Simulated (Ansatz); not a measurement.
## Does relaxation matter for the field gradients of HfO2?

Start: a COD entry, taken as it stands.

Space group P2_1/c (No. 14); a = 5.1156, b = 5.1722, c = 5.2948 Å, β = 99.18°.

| site | Wyckoff | site symmetry | x | y | z |
| --- | --- | --- | --- | --- | --- |
| Hf | 4e | 1 | 0.2759 | 0.0412 | 0.2078 |
| O5 | 4e | 1 | 0.0730 | 0.3460 | 0.3320 |
| O9 | 4e | 1 | 0.4460 | 0.7480 | 0.4880 |

One atom of each set is listed.

The numbers come from a DFT calculation in Ansatz (PBE, plane waves and PAW (field gradients read without the response of the frozen cores, which leaves them typically 4 to 6 % off), scalar-relativistic, 420 eV cutoff, Γ-centred 5×5×5 k-points, Fermi–Dirac smearing 0.02 eV).

The largest force at the start is 1.2 eV/Å. Relaxing the ions at fixed cell moves them by 0.070 Å at most (atom 12, O) and 0.055 Å rms. End positions:

Hf (0.2766, 0.0418, 0.2082)
O5 (0.0721, 0.3376, 0.3407)
O9 (0.4465, 0.7583, 0.4796)

| site | moved (Å) | first shell before | first shell after | V_zz before (10²¹ V/m²) | η before |
| --- | --- | --- | --- | --- | --- |
| Hf | 0.005 | 7 O at 2.03–2.25 Å | 7 O at 2.04–2.25 Å | 14.99 | 0.28 |
| O5 | 0.064 | 3 Hf at 2.03–2.17 Å | 3 Hf at 2.04–2.15 Å | -1.74 | 0.61 |
| O9 | 0.070 | 4 Hf at 2.16–2.25 Å | 4 Hf at 2.14–2.25 Å | 1.11 | 0.83 |

Q: How do the gradients change?

A: 

| site | V_zz after | η after | change of V_zz |
| --- | --- | --- | --- |
| Hf | 11.66 | 0.22 | -3.33 |
| O5 | -1.34 | 0.83 | +0.40 |
| O9 | 1.08 | 0.95 | -0.03 |

The largest change of V_zz is on Hf, from 14.99 to 11.66. In per cent, |V_zz| changes by -22 on Hf, -23 to -3 on O (all sites that start above 0.5). Where |V_zz| stays above 0.1, η moves most on O5, from 0.61 to 0.83.

Without spin–orbit coupling the gradients at and beside Hf can be off by some per cent, at some sites by more.
Before: At this cell the principal stresses reach 6 GPa in size with PBE, which can matter for small gradients.
After: At this cell the PBE pressure is 5 GPa, so with PBE the cell would grow if it were relaxed.
